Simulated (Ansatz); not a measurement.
Starting cell, GeO2 (rutile):

```
GeO2
1.0
    4.48750     0.00000     0.00000
    0.00000     4.48750     0.00000
    0.00000     0.00000     2.90497
Ge O
2 4
Direct
  0.00000   0.00000   0.00000
  0.50000   0.50000   0.50000
  0.30714   0.30714   0.00000
  0.80714   0.19286   0.50000
  0.19286   0.80714   0.50000
  0.69286   0.69286   0.00000
```

In this cell atom 5 (O, nearest neighbour Ge at 1.899 Å; its periodic images, 2.9 Å or more away, move with it) is moved by s along Cartesian x, unit vector (1.000, 0.000, 0.000); all other atoms and the cell stay fixed.

Level of theory: PBE (plane waves to 420 eV, PAW, scalar-relativistic; Ansatz, a quantum-chemistry and plane-wave program). k mesh 6×6×9 (Γ-centred), Fermi-Dirac smearing 0.05 eV. Energies are smeared free energies. GeO2 was relaxed with its symmetry unable to fall. The zero of ΔE is the undisplaced structure.

```
s (Å)   ΔE (meV/cell)
------  -------------
-0.570           2192
-0.456           1440
-0.342            827
-0.228            374
-0.114             94
0.000               0
0.114              96
0.228             385
0.342             872
0.456            1567
0.570            2479
```

What force constant k = d²E/ds² at s = 0 does the table give?

15 eV/Å². It is the second difference of the nearest points, corrected with the next pair.

With k = 14.63 eV/Å² from the forces, is the well harmonic out to s = 0.570 Å?

½ks² = 2376 meV/cell against the computed 2479 meV/cell, so the well is close to harmonic there.

(For displaced atoms, the force is minus the slope of the energy, and its curvature is a force constant, which sets phonon frequencies.)
